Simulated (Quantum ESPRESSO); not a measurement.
Here is a Quantum ESPRESSO 7.5 calculation.

File pw.in:

```
&CONTROL
  calculation = 'scf'
  prefix = 'pwscf'
  outdir = './tmp'
  pseudo_dir = './pseudo'
  tprnfor = .true.
  tstress = .true.
  disk_io = 'low'
/
&SYSTEM
  ibrav = 0
  A = 3.50020685
  nat = 1
  ntyp = 1
  ecutwfc = 56
  nbnd = 13
  input_dft = 'vdw-df'
  occupations = 'smearing'
  smearing = 'fd'
  degauss = 0.00367493
/
&ELECTRONS
  conv_thr = 2d-10
  electron_maxstep = 120
  mixing_beta = 0.5
/
ATOMIC_SPECIES
Pb   207.2000 Pb.upf
CELL_PARAMETERS alat
   0.0000000000    0.7071067814    0.7071067814
   0.7071067814    0.0000000000    0.7071067814
   0.7071067814    0.7071067814    0.0000000000
ATOMIC_POSITIONS alat
Pb     0.0000000000    0.0000000000    0.0000000000
K_POINTS automatic
9 9 9 0 0 0
```

Contents of bands.in:

```
&CONTROL
  calculation = 'bands'
  prefix = 'pwscf'
  outdir = './tmp'
  pseudo_dir = './pseudo'
  disk_io = 'low'
  verbosity = 'high'
/
&SYSTEM
  ibrav = 0
  A = 3.50020685
  nat = 1
  ntyp = 1
  ecutwfc = 56
  nbnd = 13
  input_dft = 'vdw-df'
  occupations = 'smearing'
  smearing = 'fd'
  degauss = 0.00367493
/
&ELECTRONS
  conv_thr = 1d-08
  electron_maxstep = 120
  mixing_beta = 0.5
  diago_full_acc = .true.
/
ATOMIC_SPECIES
Pb   207.2000 Pb.upf
CELL_PARAMETERS alat
   0.0000000000    0.7071067814    0.7071067814
   0.7071067814    0.0000000000    0.7071067814
   0.7071067814    0.7071067814    0.0000000000
ATOMIC_POSITIONS alat
Pb     0.0000000000    0.0000000000    0.0000000000
K_POINTS crystal
60
 0.0000000000  0.0000000000  0.0000000000 1
 0.0625000000  0.0000000000  0.0625000000 1
 0.1250000000  0.0000000000  0.1250000000 1
 0.1875000000  0.0000000000  0.1875000000 1
 0.2500000000  0.0000000000  0.2500000000 1
 0.3125000000  0.0000000000  0.3125000000 1
 0.3750000000  0.0000000000  0.3750000000 1
 0.4375000000  0.0000000000  0.4375000000 1
 0.5000000000  0.0000000000  0.5000000000 1
 0.5000000000  0.0625000000  0.5625000000 1
 0.5000000000  0.1250000000  0.6250000000 1
 0.5000000000  0.1875000000  0.6875000000 1
 0.5000000000  0.2500000000  0.7500000000 1
 0.4375000000  0.3125000000  0.7500000000 1
 0.3750000000  0.3750000000  0.7500000000 1
 0.3375000000  0.3375000000  0.6750000000 1
 0.3000000000  0.3000000000  0.6000000000 1
 0.2625000000  0.2625000000  0.5250000000 1
 0.2250000000  0.2250000000  0.4500000000 1
 0.1875000000  0.1875000000  0.3750000000 1
 0.1500000000  0.1500000000  0.3000000000 1
 0.1125000000  0.1125000000  0.2250000000 1
 0.0750000000  0.0750000000  0.1500000000 1
 0.0375000000  0.0375000000  0.0750000000 1
 0.0000000000  0.0000000000  0.0000000000 1
 0.0625000000  0.0625000000  0.0625000000 1
 0.1250000000  0.1250000000  0.1250000000 1
 0.1875000000  0.1875000000  0.1875000000 1
 0.2500000000  0.2500000000  0.2500000000 1
 0.3125000000  0.3125000000  0.3125000000 1
 0.3750000000  0.3750000000  0.3750000000 1
 0.4375000000  0.4375000000  0.4375000000 1
 0.5000000000  0.5000000000  0.5000000000 1
 0.5250000000  0.4500000000  0.5250000000 1
 0.5500000000  0.4000000000  0.5500000000 1
 0.5750000000  0.3500000000  0.5750000000 1
 0.6000000000  0.3000000000  0.6000000000 1
 0.6250000000  0.2500000000  0.6250000000 1
 0.5833333333  0.2500000000  0.6666666667 1
 0.5416666667  0.2500000000  0.7083333333 1
 0.5000000000  0.2500000000  0.7500000000 1
 0.5000000000  0.2857142857  0.7142857143 1
 0.5000000000  0.3214285714  0.6785714286 1
 0.5000000000  0.3571428571  0.6428571429 1
 0.5000000000  0.3928571429  0.6071428571 1
 0.5000000000  0.4285714286  0.5714285714 1
 0.5000000000  0.4642857143  0.5357142857 1
 0.5000000000  0.5000000000  0.5000000000 1
 0.4821428571  0.4821428571  0.5357142857 1
 0.4642857143  0.4642857143  0.5714285714 1
 0.4464285714  0.4464285714  0.6071428571 1
 0.4285714286  0.4285714286  0.6428571429 1
 0.4107142857  0.4107142857  0.6785714286 1
 0.3928571429  0.3928571429  0.7142857143 1
 0.3750000000  0.3750000000  0.7500000000 1
 0.6250000000  0.2500000000  0.6250000000 1
 0.5937500000  0.1875000000  0.5937500000 1
 0.5625000000  0.1250000000  0.5625000000 1
 0.5312500000  0.0625000000  0.5312500000 1
 0.5000000000  0.0000000000  0.5000000000 1
```

Potentials or basis: PseudoDojo 0.4.1 SR PBE standard.

Run with:

```console
$ OMP_NUM_THREADS=1 pw.x -in pw.in > pw.out
$ OMP_NUM_THREADS=1 pw.x -in bands.in > bands.out
```

**Question.** Predict the band gap on the k mesh.

**Answer.** None (metal or under the smearing width).

**Question.** What does it give for the pressure?

**Answer.** 5.0 GPa.

Levels at the corners of the path, in eV from the Fermi level:
| point | band 5 | band 6 | band 7 | band 8 | band 9 | band 10 |
| --- | --- | --- | --- | --- | --- | --- |
| Γ | -16.99 | -11.67 | 7.39 | 7.39 | 7.39 | 10.46 |
| X | -16.82 | -6.75 | -3.10 | 2.15 | 2.15 | 5.75 |
| W | -16.82 | -6.66 | -1.21 | -1.21 | 0.47 | 11.09 |
| K | -16.86 | -6.84 | -2.12 | -1.04 | 3.06 | 6.84 |
| Γ | -16.99 | -11.67 | 7.39 | 7.39 | 7.39 | 10.46 |
| L | -16.86 | -8.13 | -4.00 | 5.60 | 5.60 | 9.74 |
| U | -16.86 | -6.84 | -2.12 | -1.04 | 3.06 | 6.84 |
| W | -16.82 | -6.66 | -1.21 | -1.21 | 0.47 | 11.09 |
| L | -16.86 | -8.13 | -4.00 | 5.60 | 5.60 | 9.74 |
| K | -16.86 | -6.84 | -2.12 | -1.04 | 3.06 | 6.84 |
| U | -16.86 | -6.84 | -2.12 | -1.04 | 3.06 | 6.84 |
| X | -16.82 | -6.75 | -3.10 | 2.15 | 2.15 | 5.75 |

Caveat: the potentials were made for another functional, which shifts forces and pressure; spin-orbit coupling is left out, which moves the levels of the heavy elements.
